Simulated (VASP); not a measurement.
# Li15O8 (a cell with a defect) in VASP: a series of runs, part 2 of 2

VASP 6.6.1. Earlier steps stand in the parts before.

## 3. Single point, r2SCAN

Input file POSCAR:

```
Li15O8
1.0
    0.0000000000      4.6732700000      4.6732700000
    4.6732700000      0.0000000000      4.6732700000
    4.6732700000      4.6732700000      0.0000000000
Li O
15 8
Direct
    0.1496596602      0.1086819294      0.1491461011
    0.3796271133      0.3642417408      0.3701476696
    0.1408221652      0.1151442138      0.6360214582
    0.4257297353      0.3450795696      0.8995093371
    0.1015990944      0.6334322648      0.1135179435
    0.4198452047      0.9177834792      0.3286242824
    0.1303156034      0.6248729476      0.6387818380
    0.3681683275      0.8831182448      0.8948659076
    0.8533318212      0.3746520103      0.3992600470
    0.6038598241      0.1397094540      0.6236960415
    0.8678826603      0.3122117917      0.9312644037
    0.6307467790      0.6229578004      0.1186856313
    0.8573333019      0.9438038033      0.3139878500
    0.6877839286      0.6131680815      0.6273979462
    0.8551185786      0.9283435368      0.8746766183
    0.0365910808     -0.0103567737      0.0144652460
    0.0230138640      0.0159096307      0.5104669749
   -0.0028031764      0.4780378621     -0.0006419488
    0.0184132310      0.4682053466      0.5000032097
    0.5038763007     -0.0005456565     -0.0284276320
    0.5166510816     -0.0128496749      0.5097394330
    0.4815257839      0.5552856993     -0.0261487139
    0.4917541679      0.5048071265      0.4767111680
```

Input file INCAR.step1:

```
SYSTEM = Li15O8
ALGO     = Normal         ! electronic algorithm
EDIFF    = 1E-4           ! SCF threshold, eV
ENCUT    = 520            ! plane-wave cutoff, eV
GGA      = PE             ! functional
ISMEAR   = -1             ! smearing method
LASPH    = .True.         ! aspherical terms in the spheres
LCHARG   = .False.        ! write CHGCAR
LREAL    = Auto         
LWAVE    = .True.         ! write WAVECAR
NBANDS   = 64             ! bands
NELM     = 100            ! most SCF steps
PREC     = Accurate       ! precision mode
SIGMA    = 0.05           ! smearing width, eV
```

Input file INCAR.step2:

```
SYSTEM = Li15O8
ALGO     = Normal         ! electronic algorithm
EDIFF    = 1E-7           ! SCF threshold, eV
ENCUT    = 520            ! plane-wave cutoff, eV
ISIF     = 2              ! what is computed and relaxed
ISMEAR   = -1             ! smearing method
ISTART   = 1            
LASPH    = .True.         ! aspherical terms in the spheres
LCHARG   = .False.        ! write CHGCAR
LMIXTAU  = .True.       
LREAL    = Auto         
LWAVE    = .False.        ! write WAVECAR
METAGGA  = R2SCAN         ! meta-GGA
NBANDS   = 64             ! bands
NELM     = 100            ! most SCF steps
PREC     = Accurate       ! precision mode
SIGMA    = 0.05           ! smearing width, eV
```

Input file KPOINTS:

```
k-points
0
Gamma
  2 2 2
  0 0 0
```

Potentials or basis: VASP PAW PBE potentials, release 64 (Li_sv, O).

Command:

```bash
$ cat potpaw_PBE.64/Li_sv/POTCAR potpaw_PBE.64/O/POTCAR > POTCAR
$ cp INCAR.step1 INCAR
$ mpirun -np 1 vasp_std > vasp.out
$ cp INCAR.step2 INCAR
$ mpirun -np 1 vasp_std > vasp.out
```

OUTCAR:

```text
SYSTEM = Li15O8
   EDIFF = 1E-7
   ENCUT = 520
   ISIF = 2
   ISMEAR = -1
   ISTART = 1
   LASPH = .True.
   LREAL = Auto
   METAGGA = R2SCAN
   NELM = 100
   PREC = Accurate

 ion  position               nearest neighbor table
   1  0.150  0.109  0.149-  20 1.95  17 1.96  16 1.98  18 2.02   6 2.13  13 2.22   8 2.25  11 2.36
                             4 2.40   9 2.43
   2  0.380  0.364  0.370-  23 1.94  19 1.95  21 2.04  22 2.16  10 2.24   3 2.28  12 2.38   7 2.48
                             5 2.50
   3  0.141  0.115  0.636-  17 1.85  19 1.91  21 2.03  16 2.05  15 2.23   8 2.28   2 2.28  11 2.33
                             6 2.39   9 2.46
   4  0.426  0.345  0.900-  22 1.92  20 1.92  10 2.30   1 2.40   5 2.41  14 2.48   7 2.60
   5  0.102  0.633  0.114-  16 1.97  18 2.03  22 2.07  19 2.10  15 2.29   9 2.38   4 2.41  13 2.42
                             8 2.43   2 2.50
   6  0.420  0.918  0.329-  21 1.91  20 1.97   1 2.13  17 2.16  23 2.26  12 2.39   3 2.39
   7  0.130  0.625  0.639-  18 1.96  23 1.97  17 2.12  19 2.20   2 2.48  15 2.53   4 2.60
   8  0.368  0.883  0.895-  22 1.78  20 1.79  16 1.79  21 2.08   1 2.25   3 2.28  12 2.28  10 2.31
                             5 2.43  14 2.53
   9  0.853  0.375  0.399-  19 1.96  17 1.96  23 1.97  18 2.16  14 2.23  10 2.27  12 2.36   5 2.38
                             1 2.43   3 2.46
  10  0.604  0.140  0.624-  20 1.88  21 1.92  23 1.98   2 2.24   9 2.27  17 2.28   4 2.30   8 2.31
                            15 2.36  13 2.39
[... 9 lines left out ...]
  16  0.037  0.990  0.014-  13 1.68  11 1.78   8 1.79   5 1.97   1 1.98   3 2.05  15 2.10
  17  0.023  0.016  0.510-   3 1.85   1 1.96   9 1.96  15 1.98   7 2.12   6 2.16  10 2.28
  18  0.997  0.478  0.999-   7 1.96  12 1.98  11 1.99   1 2.02   5 2.03   9 2.16
  19  0.018  0.468  0.500-  14 1.81   3 1.91   2 1.95   9 1.96   5 2.10   7 2.20
  20  0.504  0.999  0.972-   8 1.79  10 1.88   4 1.92  15 1.93   1 1.95   6 1.97  12 2.04
  21  0.517  0.987  0.510-  13 1.91   6 1.91  10 1.92   3 2.03  14 2.04   2 2.04   8 2.08
  22  0.482  0.555  0.974-   8 1.78   4 1.92  14 1.94  12 1.98   5 2.07   2 2.16  11 2.19
  23  0.492  0.505  0.477-  12 1.94   2 1.94   9 1.97   7 1.97  10 1.98   6 2.26

  LATTYP: Found a face centered cubic cell.
 ALAT       =     9.3465400000

  Lattice vectors:

 A1 = (   0.0000000000,   4.6732700000,   4.6732700000)
 A2 = (   4.6732700000,   0.0000000000,   4.6732700000)
 A3 = (   4.6732700000,   4.6732700000,   0.0000000000)

Analysis of symmetry for initial positions (statically):
=====================================================================
 Subroutine PRICEL returns:
 Original cell was already a primitive cell.

 Routine SETGRP: Setting up the symmetry group for a
 face centered cubic supercell.

 Subroutine GETGRP returns: Found  1 space group operations
 (whereof  1 operations were pure point group operations)
 out of a pool of 48 trial point group operations.

The static configuration has the point symmetry C_1 .

Analysis of symmetry for dynamics (positions and initial velocities):
=====================================================================
 Subroutine PRICEL returns:
 Original cell was already a primitive cell.

 Routine SETGRP: Setting up the symmetry group for a
 face centered cubic supercell.

 Subroutine GETGRP returns: Found  1 space group operations
 (whereof  1 operations were pure point group operations)
 out of a pool of 48 trial point group operations.

The dynamic configuration has the point symmetry C_1 .

 Subroutine INISYM returns: Found  1 space group operations
 (whereof  1 operations are pure point group operations),
 and found     1 'primitive' translations

[... 106 lines left out ...]
   ions per type =              15   8
   NGX,Y,Z   is equivalent  to a cutoff of  12.58, 12.58, 12.58 a.u.
   NGXF,Y,Z  is equivalent  to a cutoff of  25.15, 25.15, 25.15 a.u.
 SYSTEM =  Li15O8
   PREC   = accura    normal or accurate (medium, high low for compatibility)
   ISTART =      1    job   : 0-new  1-cont  2-samecut
   ICHARG =      0    charge: 1-file 2-atom 10-const
   ISPIN  =      1    spin polarized calculation?
   LNONCOLLINEAR =      F non collinear calculations
   LSORBIT =      F    spin-orbit coupling
   LASPH  =      T    aspherical Exc in radial PAW
   ENCUT  =  520.0 eV  38.22 Ry    6.18 a.u.  12.29 12.29 12.29*2*pi/ulx,y,z
   NELM   =    100;   NELMIN=  2; NELMDL=  0     # of ELM steps
   EDIFF  = 0.1E-06   stopping-criterion for ELM
   LREAL  =      T    real-space projection
   EDIFFG = 0.1E-05   stopping-criterion for IOM
   NSW    =      0    number of steps for IOM
   IBRION =     -1    ionic relax: 0-MD 1-quasi-New 2-CG
   NFREE  =      0    steps in history (QN), initial steepest desc. (CG)
   ISIF   =      2    stress and relaxation
   ISYM   =      2    0-nonsym 1-usesym 2-fastsym
   POTIM  = 0.5000    time-step for ionic-motion
   TEBEG  =    0.0;   TEEND  =   0.0 temperature during run
   PSTRESS=    0.0 pullay stress
   NELECT =      93.0000    total number of electrons
   NUPDOWN=      -1.0000    fix difference up-down
   EMIN   =  10.00;   EMAX   =-10.00  energy-range for DOS
   EFERMI =   0.00;   METHOD = LEGACY
   ISMEAR =    -1;   SIGMA  =   0.05  broadening in eV -4-tet -1-fermi 0-gaus
   EFERMI_NEDOS =   21; number of points for ismear=-14 and -15
   IALGO  =     38    algorithm
   IMIX   =      4    mixing-type and parameters
     AMIX     =   0.40;   BMIX     =  1.00
     AMIX_MAG =   1.60;   BMIX_MAG =  1.00
  volume/ion in A,a.u.               =       8.87        59.89
  Fermi-wavevector in a.u.,A,eV,Ry     =   1.259713  2.380512 21.590770  1.586877
  Thomas-Fermi vector in A             =   2.393259
   LORBIT       =      0    0 simple, 1 ext, 2 COOP (PROOUT), +10 PAW based schemes
   METAGGA = R2SCAN    functional components
   LHFCALC =     F    Hartree Fock is set to
   AEXX    =    0.0000 exact exchange contribution
   IVDW    =     0    specifies the selected vdW correction
   LEPSILON=     F    determine dielectric tensor
   LRPA    =     F    only Hartree local field effects (RPA)
 non-spin polarized calculation
  energy-cutoff  :      520.00
  volume of cell :      204.12
 maximum number of plane-waves:      5577
 NGX is ok and might be reduce to    50
   NGX = 25   NGY = 25   NGZ = 25

 number of electron      93.0000000 magnetization

 Free energy of the ion-electron system (eV)
  ---------------------------------------------------
  ext. energy  EPLUGINS =         0.00000000
  ---------------------------------------------------
  free energy    TOTEN  =      -126.38330951 eV

  energy without entropy =     -126.29489524  energy(sigma->0) =     -126.33910237

 E-fermi :   0.4354     XC(G=0):  -9.8976

 val. band max:        0.4314273599   @ k =   0.5000   0.0000   0.0000
 cond. band min:       0.4595277815   @ k =   0.0000   0.0000   0.0000
 fundamental gap:      0.0281004216
 Fermi energy:         0.4354220193

 k-point     1 :       0.0000    0.0000    0.0000
  band No.  band energies     occupation
      1     -44.2130      2.00000
      2     -44.0540      2.00000
      3     -43.9125      2.00000
      4     -43.8698      2.00000
      5     -43.8573      2.00000
      6     -43.8200      2.00000
[... 477 lines left out ...]
     57      11.0400      0.00000
     58      11.2015      0.00000
 [bands above 58 left out]

------------------------ aborting loop because EDIFF is reached ----------------------------------------

  FORCE on cell =-STRESS in cart. coord.  units (eV):
  Direction    XX          YY          ZZ          XY          YZ          ZX
  --------------------------------------------------------------------------------------
  -------------------------------------------------------------------------------------
  Total       -1.3631082     -2.6377663     -2.1449218     -0.6228302     -0.0004635      0.7270398
  in kB      -10.6991260    -20.7040014    -16.8356324     -4.8886352     -0.0036381      5.7065834
  external PRESSURE =     -16.0795866 kB  Pullay stress =       0.0000000 kB

 VOLUME and BASIS-vectors are now :
 -----------------------------------------------------------------------------
  energy-cutoff  :      520.00
  volume of cell :      204.12
      direct lattice vectors                 reciprocal lattice vectors
     0.000000000  4.673270000  4.673270000    -0.106991464  0.106991464  0.106991464
     4.673270000  0.000000000  4.673270000     0.106991464 -0.106991464  0.106991464
     4.673270000  4.673270000  0.000000000     0.106991464  0.106991464 -0.106991464

 POSITION                                       TOTAL-FORCE (eV/Angst)
 -----------------------------------------------------------------------------------
      1.20490      1.39640      1.20730         0.019560     -0.572112      0.237580
      3.43200      3.50390      3.47630        -0.055797     -0.543592      0.137144
      3.51040      3.63040      1.19620        -0.226113      0.401847      0.339467
      5.81630      6.19320      3.60220         0.282660     -0.525576     -0.008091
      3.49070      1.00530      3.43500        -0.197613      0.703538      0.342368
      5.82480      3.49780      6.25110         0.032541      0.664125     -0.480441
[... 15 lines left out ...]
      7.14607      6.80137      4.84530        -1.227533      1.277811     -1.060844
      4.58690      4.52590      4.65720        -0.037229      0.969305      0.288486
 -----------------------------------------------------------------------------------
    total drift:                                0.017742      0.052871     -0.059896

  FREE ENERGIE OF THE ION-ELECTRON SYSTEM (eV)
  ---------------------------------------------------
  free  energy   TOTEN  =      -126.3833095099 eV

  energy  without entropy=     -126.2948952357  energy(sigma->0) =     -126.33910237
```

It took 17 min on 1 thread of Intel Xeon Platinum 8259CL at 2.50GHz (Skylake/Cascade Lake), shared host; peak memory 0.38 GiB.

Results:

* Free energy: -126.3833 eV
* Largest force: 2.065 eV/Å
* Band gap on the k mesh: none (metal or under the smearing width)

Forces on the atoms (eV/Å):
```
Li   0.020 -0.572  0.238
Li  -0.056 -0.544  0.137
Li  -0.226  0.402  0.339
Li   0.283 -0.526 -0.008
Li  -0.198  0.704  0.342
Li   0.033  0.664 -0.480
Li  -0.165 -0.169  0.059
Li  -0.704 -0.364  0.205
Li  -0.653 -0.002  0.315
Li  -0.362  0.213 -0.236
Li   0.654 -0.608  0.785
Li  -0.128 -0.348  0.191
Li   0.961  0.790 -1.299
Li   1.127 -0.875 -0.122
Li  -0.145 -0.038 -0.249
O   -1.029 -1.373 -0.341
O   -0.325 -0.698 -0.693
O    0.839  0.472  0.247
O    0.152 -0.236  0.205
O    1.038  1.138  0.733
O    0.150 -0.278  0.405
O   -1.228  1.278 -1.061
O   -0.037  0.969  0.288
```

Levels at points of the mesh, in eV from the Fermi level:
| k point | band 45 | band 46 | band 47 | band 48 | band 49 | band 50 |
| --- | --- | --- | --- | --- | --- | --- |
| (0.00, 0.00, 0.00) | -0.06 | 0.02 | 0.07 | 5.54 | 5.75 | 5.85 |
| (0.50, 0.00, 0.00) | -0.17 | -0.07 | 0.00 | 6.44 | 6.90 | 6.96 |
| (0.00, 0.50, 0.00) | -0.21 | -0.11 | -0.01 | 6.48 | 6.71 | 7.08 |
| (0.00, 0.00, 0.50) | -0.22 | -0.15 | -0.04 | 6.51 | 6.65 | 6.97 |
| (0.50, 0.50, 0.50) | -0.22 | -0.09 | -0.04 | 6.45 | 6.85 | 6.92 |
| (0.50, 0.50, 0.00) | -0.27 | -0.23 | -0.18 | 6.30 | 6.57 | 7.45 |
| (0.00, 0.50, 0.50) | -0.30 | -0.20 | -0.10 | 6.24 | 6.61 | 7.23 |
| (0.50, 0.00, 0.50) | -0.36 | -0.29 | -0.22 | 6.48 | 6.60 | 7.37 |

Caveat: the k mesh is coarse (spacing up to 0.58 Å⁻¹), so the values aren't converged; the cutoff is under 1.25 times the usual one of these potentials, so pressure, stress and relaxed cells hold a basis-set (Pulay) error; the PAW data sets were made with another functional, which shifts forces and pressure a little; an odd number of electrons without spin polarisation forces a metal; a magnetic or distorted state may lie lower.

## 4. Single point, r2SCAN

Input file POSCAR:

```
Li15O8
1.0
    0.0000000000      4.6732700000      4.6732700000
    4.6732700000      0.0000000000      4.6732700000
    4.6732700000      4.6732700000      0.0000000000
Li O
15 8
Direct
    0.1421274611      0.1176264158      0.1650022361
    0.3828047598      0.3811784896      0.3458071115
    0.1109608475      0.1509970535      0.6410393579
    0.4269815354      0.3559178049      0.8900191943
    0.1332792670      0.6135211533      0.1077939002
    0.4585119199      0.9139531848      0.3250935640
    0.1136677316      0.6198443488      0.6536750498
    0.3722874989      0.8819092413      0.8951761828
    0.8587562884      0.3988855769      0.3987357889
    0.5787275291      0.1377943068      0.6335713537
    0.8609603126      0.3318019288      0.9138782908
    0.6196089676      0.6484324681      0.1010641371
    0.8417767431      0.9310718191      0.3243232255
    0.6754371136      0.6416064126      0.6405792946
    0.8576542763      0.9655230706      0.8584674115
    0.0326430957     -0.0121435312     -0.0009308257
   -0.0024394054      0.0326537949      0.5243651661
    0.0081955462      0.4697781211      0.0187449045
    0.0240623803      0.4827989823      0.4955737631
    0.5304208830      0.0088588932     -0.0386239186
    0.5214656975      0.0006526479      0.5131417616
    0.4972642283      0.5359309434     -0.0159952239
    0.5104348775      0.4836014183      0.4793431580
```

Input file INCAR.step1:

```
PREC = Accurate
ENCUT = 520
ISMEAR = -1
SIGMA = 0.05
LREAL = Auto
LASPH = T
NELM = 100
NBANDS = 64
GGA = PE
ALGO = Normal
EDIFF = 1E-4
LWAVE = T
LCHARG = F
```

Input file INCAR.step2:

```
PREC = Accurate
ENCUT = 520
EDIFF = 1E-7
ISMEAR = -1
SIGMA = 0.05
LREAL = Auto
LASPH = T
NELM = 100
ALGO = Normal
ISIF = 2
LWAVE = F
LCHARG = F
METAGGA = R2SCAN
LMIXTAU = T
NBANDS = 64
ISTART = 1
```

Input file KPOINTS:

```
regular mesh
0
Gamma
  2 2 2
```

Command:

```bash
$ cat potpaw_PBE.64/Li_sv/POTCAR potpaw_PBE.64/O/POTCAR > POTCAR
$ cp INCAR.step1 INCAR
$ mpirun -np 1 vasp_std > vasp.out
$ cp INCAR.step2 INCAR
$ mpirun -np 1 vasp_std > vasp.out
```

Run time: 18 min. Hardware: 1 thread of Intel Xeon Platinum 8259CL at 2.50GHz (Skylake/Cascade Lake), shared host; peak memory 0.38 GiB.

Results (log left out):

* Free energy: -126.3014 eV
* Largest force: 1.997 eV/Å
* Band gap on the k mesh: none (metal or under the smearing width)

Forces in eV/Å, atoms in the order of the input:
```
Li  -0.197 -0.508 -0.025
Li  -0.093  0.350  0.125
Li  -1.154  0.921  0.494
Li  -0.165 -0.350  0.011
Li   0.455 -0.122  0.366
Li   0.115  0.044 -0.344
Li  -0.238 -0.073  0.394
Li  -0.313 -0.604  0.062
Li  -0.878 -0.345 -0.374
Li   0.093  0.496  1.152
Li   0.745  0.477  0.233
Li  -0.233  0.816  0.071
Li  -0.169  0.520  0.430
Li   0.411 -0.470 -0.230
Li  -0.112  0.442 -0.869
O    0.342 -0.399 -0.016
O   -1.093 -0.368 -0.003
O    0.156 -0.187  0.344
O    1.144 -0.609  0.185
O    1.362  0.580 -1.340
O   -0.589 -0.925 -1.085
O   -0.594  0.394 -0.231
O    1.002 -0.081  0.648
```

Levels at points of the mesh, in eV from the Fermi level:
| k point | band 44 | band 45 | band 46 | band 47 | band 48 | band 49 | band 50 | band 51 |
| --- | --- | --- | --- | --- | --- | --- | --- | --- |
| (0.00, 0.00, 0.00) | -0.20 | -0.05 | 0.03 | 0.06 | 5.62 | 5.75 | 5.81 | 6.43 |
| (0.50, 0.00, 0.00) | -0.25 | -0.21 | -0.12 | -0.04 | 6.70 | 6.98 | 7.00 | 7.25 |
| (0.00, 0.50, 0.00) | -0.34 | -0.22 | -0.09 | -0.03 | 6.72 | 6.92 | 7.15 | 7.21 |
| (0.00, 0.00, 0.50) | -0.28 | -0.14 | -0.11 | -0.04 | 6.63 | 6.91 | 7.03 | 7.27 |
| (0.50, 0.50, 0.50) | -0.35 | -0.20 | -0.13 | 0.03 | 6.68 | 7.03 | 7.12 | 7.29 |
| (0.50, 0.50, 0.00) | -0.40 | -0.32 | -0.23 | -0.13 | 6.47 | 6.67 | 7.33 | 7.80 |
| (0.00, 0.50, 0.50) | -0.40 | -0.33 | -0.24 | -0.18 | 6.48 | 6.78 | 7.55 | 7.85 |
| (0.50, 0.00, 0.50) | -0.42 | -0.32 | -0.25 | -0.15 | 6.54 | 6.61 | 7.50 | 7.79 |

Caveat: the k mesh is coarse (spacing up to 0.58 Å⁻¹), so the values aren't converged; the cutoff is under 1.25 times the usual one of these potentials, so pressure, stress and relaxed cells hold a basis-set (Pulay) error; the PAW data sets were made with another functional, which shifts forces and pressure a little; an odd number of electrons without spin polarisation forces a metal; a magnetic or distorted state may lie lower.
